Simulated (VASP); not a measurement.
# LiF (Griceite) (Fm-3m) in VASP: notebook

Aim: see how the results for LiF (Griceite) move with the level of theory and the settings. Levels: PBE, HSE06, PBE0, PBE-EpsX. Tasks: band structure.

Everything below comes from runs of VASP 6.6.1. Logs are shortened: lines on timing, memory, paths and dates and some standing lists are left out, and cuts for length are marked.

**1. The crystal as given**

Symmetry: Fm-3m, No. 225, cubic system. Conventional cell: a = 3.997 Å, b = 3.997 Å, c = 3.997 Å, α = 90.00°, β = 90.00°, γ = 90.00°. Li (site symmetry m-3m) is surrounded by 6 F at 2.00 Å. F (site symmetry m-3m) is surrounded by 6 Li at 2.00 Å.

**2. Band structure, PBE**

File INCAR:

```
SYSTEM = LiF
ALGO     = Fast           ! electronic algorithm
EDIFF    = 1E-7           ! SCF threshold, eV
ENCUT    = 520            ! plane-wave cutoff, eV
GGA      = PE             ! functional
ISIF     = 2              ! what is computed and relaxed
ISMEAR   = 0              ! smearing method
KPAR     = 4            
LASPH    = .True.         ! aspherical terms in the spheres
LCHARG   = .False.        ! write CHGCAR
LREAL    = .False.        ! projectors in reciprocal space
LWAVE    = .False.        ! write WAVECAR
NBANDS   = 12             ! bands
NELM     = 80             ! most SCF steps
PREC     = Accurate       ! precision mode
SIGMA    = 0.03           ! smearing width, eV
```

File KPOINTS:

```
k-points
0
Gamma
  8 8 8
  0 0 0
```

File POSCAR:

```
LiF                                     
1.0
    0.0000000000      1.9984797583      1.9984797583
    1.9984797583      0.0000000000      1.9984797583
    1.9984797583      1.9984797583      0.0000000000
  Li              F             
     1     1
Direct
     0.0000000000000000    0.0000000000000000    0.0000000000000000
     0.5000000000000000    0.5000000000000000    0.5000000000000000
```

File KPOINTS_OPT:

```
explicit points
6
Reciprocal
 0.0000000000  0.0000000000  0.0000000000 1
 0.3750000000  0.3750000000  0.7500000000 1
 0.5000000000  0.5000000000  0.5000000000 1
 0.6250000000  0.2500000000  0.6250000000 1
 0.5000000000  0.2500000000  0.7500000000 1
 0.5000000000  0.0000000000  0.5000000000 1
```

Potentials or basis: VASP PAW PBE potentials, release 64 (Li_sv, F).

Launch:

```
> cat potpaw_PBE.64/Li_sv/POTCAR potpaw_PBE.64/F/POTCAR > POTCAR
> mpirun -np 4 vasp_std > vasp.out
```

OUTCAR:

```text
SYSTEM = LiF
   EDIFF = 1E-7
   ENCUT = 520
   GGA = PE
   ISIF = 2
   ISMEAR = 0
   LASPH = .True.
   LREAL = .False.
   NELM = 80
   PREC = Accurate

 ion  position               nearest neighbor table
   1  0.000  0.000  0.000-   2 2.00   2 2.00   2 2.00   2 2.00   2 2.00   2 2.00
   2  0.500  0.500  0.500-   1 2.00   1 2.00   1 2.00   1 2.00   1 2.00   1 2.00

  LATTYP: Found a face centered cubic cell.
 ALAT       =     3.9969595166

  Lattice vectors:

 A1 = (   0.0000000000,   1.9984797583,   1.9984797583)
 A2 = (   1.9984797583,   0.0000000000,   1.9984797583)
 A3 = (   1.9984797583,   1.9984797583,   0.0000000000)

Analysis of symmetry for initial positions (statically):
=====================================================================
 Subroutine PRICEL returns:
 Original cell was already a primitive cell.

 Routine SETGRP: Setting up the symmetry group for a
 face centered cubic supercell.

 Subroutine GETGRP returns: Found 48 space group operations
 (whereof 48 operations were pure point group operations)
 out of a pool of 48 trial point group operations.

The static configuration has the point symmetry O_h .

Analysis of symmetry for dynamics (positions and initial velocities):
=====================================================================
 Subroutine PRICEL returns:
 Original cell was already a primitive cell.

 Routine SETGRP: Setting up the symmetry group for a
 face centered cubic supercell.

 Subroutine GETGRP returns: Found 48 space group operations
 (whereof 48 operations were pure point group operations)
 out of a pool of 48 trial point group operations.

The dynamic configuration has the point symmetry O_h .

 Subroutine INISYM returns: Found 48 space group operations
 (whereof 48 operations are pure point group operations),
 and found     1 'primitive' translations

----------------------------------------------------------------------------------------

                                     Primitive cell

  volume of cell :      15.9635

  direct lattice vectors                    reciprocal lattice vectors
     0.000000000  1.998479758  1.998479758    -0.250190175  0.250190175  0.250190175
     1.998479758  0.000000000  1.998479758     0.250190175 -0.250190175  0.250190175
     1.998479758  1.998479758  0.000000000     0.250190175  0.250190175 -0.250190175

  length of vectors
     2.826277178  2.826277178  2.826277178     0.433342094  0.433342094  0.433342094

  position of ions in fractional coordinates (direct lattice)
     0.000000000  0.000000000  0.000000000
     0.500000000  0.500000000  0.500000000

  ion indices of the primitive-cell ions
   primitive index   ion index
                 1           1
                 2           2

----------------------------------------------------------------------------------------

 KPOINTS: k-points

Automatic generation of k-mesh.
 Grid dimensions read from file:
 generate k-points for:    8    8    8

 Generating k-lattice:

  Cartesian coordinates                     Fractional coordinates (reciprocal lattice)
    -0.031273772  0.031273772  0.031273772     0.125000000  0.000000000  0.000000000
     0.031273772 -0.031273772  0.031273772     0.000000000  0.125000000  0.000000000
     0.031273772  0.031273772 -0.031273772     0.000000000  0.000000000  0.125000000

  Length of vectors
     0.054167762  0.054167762  0.054167762

  Shift w.r.t. Gamma in fractional coordinates (k-lattice)
     0.000000000  0.000000000  0.000000000

 Subroutine IBZKPT returns following result:
 ===========================================

 Found     29 irreducible k-points:

 Following reciprocal coordinates:
            Coordinates               Weight
  0.000000  0.000000  0.000000      1.000000
  0.125000  0.000000  0.000000      8.000000
  0.250000  0.000000  0.000000      8.000000
  0.375000  0.000000  0.000000      8.000000
  0.500000  0.000000  0.000000      4.000000
  0.125000  0.125000  0.000000      6.000000
[... 16 lines left out ...]
  0.500000  0.250000  0.125000     48.000000
 -0.375000  0.250000  0.125000     24.000000
 [... further k-points ...]
   k-points           NKPTS =     29   k-points in BZ     NKDIM =     29   number of bands    NBANDS=     12
   number of dos      NEDOS =    301   number of ions     NIONS =      2
   total plane-waves  NPLWV =  13824
   dimension x,y,z NGX =    24 NGY =   24 NGZ =   24
   dimension x,y,z NGXF=    48 NGYF=   48 NGZF=   48
   ions per type =               1   1
   NGX,Y,Z   is equivalent  to a cutoff of  14.12, 14.12, 14.12 a.u.
   NGXF,Y,Z  is equivalent  to a cutoff of  28.23, 28.23, 28.23 a.u.
 SYSTEM =  LiF
   PREC   = accura    normal or accurate (medium, high low for compatibility)
   ISTART =      0    job   : 0-new  1-cont  2-samecut
   ICHARG =      2    charge: 1-file 2-atom 10-const
   ISPIN  =      1    spin polarized calculation?
   LNONCOLLINEAR =      F non collinear calculations
   LSORBIT =      F    spin-orbit coupling
   LASPH  =      T    aspherical Exc in radial PAW
   ENCUT  =  520.0 eV  38.22 Ry    6.18 a.u.   5.26  5.26  5.26*2*pi/ulx,y,z
   NELM   =     80;   NELMIN=  2; NELMDL= -5     # of ELM steps
   EDIFF  = 0.1E-06   stopping-criterion for ELM
   LREAL  =      F    real-space projection
   EDIFFG = 0.1E-05   stopping-criterion for IOM
   NSW    =      0    number of steps for IOM
   IBRION =     -1    ionic relax: 0-MD 1-quasi-New 2-CG
   NFREE  =      0    steps in history (QN), initial steepest desc. (CG)
   ISIF   =      2    stress and relaxation
   ISYM   =      2    0-nonsym 1-usesym 2-fastsym
   POTIM  = 0.5000    time-step for ionic-motion
   TEBEG  =    0.0;   TEEND  =   0.0 temperature during run
   PSTRESS=    0.0 pullay stress
   NELECT =      10.0000    total number of electrons
   NUPDOWN=      -1.0000    fix difference up-down
   EMIN   =  10.00;   EMAX   =-10.00  energy-range for DOS
   EFERMI =   0.00;   METHOD = LEGACY
   ISMEAR =     0;   SIGMA  =   0.03  broadening in eV -4-tet -1-fermi 0-gaus
   EFERMI_NEDOS =   21; number of points for ismear=-14 and -15
   IALGO  =     68    algorithm
   IMIX   =      4    mixing-type and parameters
     AMIX     =   0.40;   BMIX     =  1.00
     AMIX_MAG =   1.60;   BMIX_MAG =  1.00
  volume/ion in A,a.u.               =       7.98        53.86
  Fermi-wavevector in a.u.,A,eV,Ry     =   1.400764  2.647061 26.696546  1.962141
  Thomas-Fermi vector in A             =   2.523692
   LORBIT       =      0    0 simple, 1 ext, 2 COOP (PROOUT), +10 PAW based schemes
   GGA     = PE    functional components
   LHFCALC =     F    Hartree Fock is set to
   AEXX    =    0.0000 exact exchange contribution
   IVDW    =     0    specifies the selected vdW correction
   LEPSILON=     F    determine dielectric tensor
   LRPA    =     F    only Hartree local field effects (RPA)
 non-spin polarized calculation
 RMM-DIIS sequential band-by-band and
 Gauss-broadening in eV      SIGMA  =   0.03
  energy-cutoff  :      520.00
  volume of cell :       15.96
 maximum number of plane-waves:       445
 NGX is ok and might be reduce to    24
   NGX = 11   NGY = 11   NGZ = 11

 number of electron      10.0000000 magnetization

 number of electron       9.9999996 magnetization

 Free energy of the ion-electron system (eV)
  ---------------------------------------------------
  ext. energy  EPLUGINS =         0.00000000
  ---------------------------------------------------
  free energy    TOTEN  =        -9.63028523 eV

  energy without entropy =       -9.63028523  energy(sigma->0) =       -9.63028523

 E-fermi :  -0.7426     XC(G=0): -10.0961

 val. band max:       -0.8761235068   @ k =   0.0000   0.0000   0.0000
 cond. band min:       8.4266351445   @ k =   0.0000   0.0000   0.0000
 fundamental gap:      9.3027586513
 Fermi energy:        -0.7425642362

 k-point     1 :       0.0000    0.0000    0.0000
  band No.  band energies     occupation
      1     -41.7453      2.00000
      2     -20.9144      2.00000
      3      -0.8761      2.00000
      4      -0.8761      2.00000
      5      -0.8761      2.00000
      6       8.4266      0.00000
      7      23.4006      0.00000
      8      23.4006      0.00000
      9      23.4006      0.00000
     10      23.6779      0.00000
     11      23.6779      0.00000
     12      23.6779      0.00000

 k-point     2 :       0.1250    0.0000    0.0000
  band No.  band energies     occupation
      1     -41.7359      2.00000
      2     -20.8529      2.00000
      3      -1.3217      2.00000
      4      -0.9125      2.00000
      5      -0.9125      2.00000
      6       8.8595      0.00000
      7      19.9275      0.00000
      8      21.7108      0.00000
      9      21.7108      0.00000
     10      25.0539      0.00000
     11      25.0665      0.00000
     12      25.0665      0.00000

 k-point     3 :       0.2500    0.0000    0.0000
  band No.  band energies     occupation
      1     -41.7131      2.00000
      2     -20.6974      2.00000
      3      -2.2804      2.00000
      4      -0.9976      2.00000
      5      -0.9976      2.00000
      6       9.6591      0.00000
      7      17.2782      0.00000
      8      19.8935      0.00000
      9      19.8936      0.00000
     10      26.4836      0.00000
     11      26.9454      0.00000
     12      26.9454      0.00000
[... 286 lines left out ...]
 k-point    23 :       0.5000    0.2500    0.1250
  band No.  band energies     occupation
      1     -41.6792      2.00000
      2     -20.4034      2.00000
      3      -3.0566      2.00000
      4      -2.0274      2.00000
      5      -1.3026      2.00000
      6      11.5954      0.00000
      7      15.2777      0.00000
      8      18.4231      0.00000
      9      18.8862      0.00000
     10      25.1359      0.00000
     11      29.8351      0.00000
     12      32.5507      0.00000

 k-point    24 :      -0.3750    0.2500    0.1250
  band No.  band energies     occupation
      1     -41.6719      2.00000
      2     -20.3385      2.00000
      3      -3.2741      2.00000
      4      -2.1459      2.00000
      5      -1.3728      2.00000
      6      11.7941      0.00000
      7      15.0760      0.00000
      8      18.2958      0.00000
      9      18.5653      0.00000
     10      27.0715      0.00000
     11      28.1908      0.00000
     12      33.8149      0.00000

 [... further k-points ...]
[... 5 lines left out ...]
  --------------------------------------------------------------------------------------
  -------------------------------------------------------------------------------------
  Total        0.3511458      0.3511458      0.3511458      0.0000000     -0.0000000     -0.0000000
  in kB       35.2426706     35.2426706     35.2426706      0.0000000     -0.0000000     -0.0000000
  external PRESSURE =      35.2426706 kB  Pullay stress =       0.0000000 kB

 VOLUME and BASIS-vectors are now :
 -----------------------------------------------------------------------------
  energy-cutoff  :      520.00
  volume of cell :       15.96
      direct lattice vectors                 reciprocal lattice vectors
     0.000000000  1.998479758  1.998479758    -0.250190175  0.250190175  0.250190175
     1.998479758  0.000000000  1.998479758     0.250190175 -0.250190175  0.250190175
     1.998479758  1.998479758  0.000000000     0.250190175  0.250190175 -0.250190175

 POSITION                                       TOTAL-FORCE (eV/Angst)
 -----------------------------------------------------------------------------------
      0.00000      0.00000      0.00000        -0.000000     -0.000000      0.000000
      1.99848      1.99848      1.99848         0.000000      0.000000     -0.000000
 -----------------------------------------------------------------------------------
    total drift:                               -0.000000     -0.000000      0.000000

  FREE ENERGIE OF THE ION-ELECTRON SYSTEM (eV)
  ---------------------------------------------------
  free  energy   TOTEN  =        -9.6302852268 eV

  energy  without entropy=       -9.6302852268  energy(sigma->0) =       -9.63028523
```

Wall time 2.5 s (4 MPI ranks of AMD EPYC 9R45 (Zen 5), shared host); peak memory 0.1 GiB.

What came out:

```yaml
Free_energy: -9.6303 eV
Band_gap_on_the_k_mesh: 9.30 eV, direct
Band_gap_along_the_path: 9.30 eV, direct
```

Caveat: the cutoff is under 1.25 times the usual one of these potentials, so pressure, stress and relaxed cells hold a basis-set (Pulay) error.

(Continued in part 2 of 3.)
